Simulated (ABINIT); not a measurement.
Ag:

```xyz
1
Lattice="0.0000 2.0427 2.0427 2.0427 0.0000 2.0427 2.0427 2.0427 0.0000" Properties=species:S:1:pos:R:3 pbc="T T T"
Ag    0.0000    0.0000    0.0000
```

Base run:

```yaml
Program: ABINIT 10.8.3 (patched build)
Functional: BP86
Potentials_or_basis: PseudoDojo NC SR PBE v0.4.1 standard
Cutoff: 1116 eV
k_mesh: 11 × 11 × 11
Occupations: fermi-dirac, width 0.05 eV
Spin: no spin polarisation
```

Its results: band gap on the k mesh none (metal or under the smearing width); pressure 4.5 GPa.

**Question.** After a change of settings the same cell gave: band gap on the k mesh none (metal or under the smearing width); pressure -3.0 GPa. Which change was it?
A. functional from BP86 to LDA-PZ; potentials or basis from PseudoDojo NC SR PBE v0.4.1 standard to JTH PAW LDA v2.0; cutoff from 1116 eV to 463 eV; valence electrons from 19 to 11
B. functional from BP86 to LDA-Teter; potentials or basis from PseudoDojo NC SR PBE v0.4.1 standard to JTH PAW LDA v2.0; cutoff from 1116 eV to 463 eV; valence electrons from 19 to 11
C. functional from BP86 to SOGGA; potentials or basis from PseudoDojo NC SR PBE v0.4.1 standard to JTH PAW PBE v2.0; cutoff from 1116 eV to 463 eV; valence electrons from 19 to 11
D. functional from BP86 to AM05; potentials or basis from PseudoDojo NC SR PBE v0.4.1 standard to PseudoDojo NC SR PBEsol v0.4.1 standard

**Answer.** D.

Caveats: the potentials were made for another functional, which shifts forces and pressure.

Runs at the PBE level aren't shown here.
